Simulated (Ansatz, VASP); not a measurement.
**One calculation of TiB2, two programs**

```
Ti B
1.0
     3.02920    0.00000    0.00000
    -1.51460    2.62336    0.00000
     0.00000    0.00000    3.22840
Ti B
1 2
Direct
  0.00000 0.00000 0.00000
  0.33333 0.66667 0.50000
  0.66667 0.33333 0.50000
```

Alike in both runs: task relaxation of cell and atoms; functional LDA; k mesh 10 × 10 × 9; occupations fermi-dirac, width 0.1 eV; no spin polarisation.

```csv
,VASP,Ansatz
version,VASP 6.6.1,Ansatz 0.2.0
potentials or method,"VASP PAW LDA potentials, release 64 (Ti_sv, B)","plane waves, PAW"
plane-wave cutoff (eV),600,420
valence electrons in the cell,18,18
```

VASP gave:

* relaxed volume (Å³/atom): 8.19
* relaxed cell length with the largest relative difference (Å): 3.163
* energy change over the relaxation (meV/atom): -13

**Question.** Which values does Ansatz return?

**Answer.** Relaxed volume (Å³/atom): 8.18; relaxed cell length with the largest relative difference (Å): 3.161; energy change over the relaxation (meV/atom): -14.

LDA usually gives volumes a few per cent too small. Zero-point motion and thermal expansion aren't in these numbers.
